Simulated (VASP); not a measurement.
Mg: single point with r2SCAN

The system is Mg.

```
Mg
1.0
     3.18939    0.00000    0.00000
    -1.59470    2.76210    0.00000
     0.00000    0.00000    5.12655
Mg
2
Direct
  0.33333 0.66667 0.75000
  0.66667 0.33333 0.25000
```

- Program: VASP 6.6.1
- Task: single point
- Functional: r2SCAN
- Potentials or basis: VASP PAW PBE potentials, release 64 (Mg)
- Cutoff: 520 eV
- k mesh: 16 × 16 × 8
- Occupations: gaussian, width 0.05 eV
- Spin: no spin polarisation
- Dipole correction: no
- Further INCAR settings: ALGO = Normal; EDIFF = 1e-06; NBANDS = 9

The pressure is -0.3 GPa and the band gap on the k mesh is none (metal or under the smearing width). The valence electrons inside the program's atomic spheres are Mg 0.34.

Levels at points of the mesh, in eV from the Fermi level:
```csv
k point,band 1,band 2,band 3,band 4,band 5,band 6
"(0.00, 0.00, 0.00)",-7.47,-1.88,-1.10,11.68,11.68,11.85
"(0.50, 0.00, 0.00)",-2.43,-2.26,2.85,3.14,3.69,4.09
"(0.00, 0.00, 0.50)",-5.95,-5.95,5.60,5.60,12.45,12.45
"(0.50, 0.00, 0.50)",-1.29,-1.29,-0.41,-0.41,8.59,8.59
```

Run time: 100 s on 1 thread of Intel(R) Xeon(R) Platinum 8259CL CPU @ 2.50GHz (Skylake/Cascade Lake), with other jobs on the host, peak memory 0.2 GiB.

Caveat: the PAW data sets were made with another functional, which shifts forces and pressure a little.
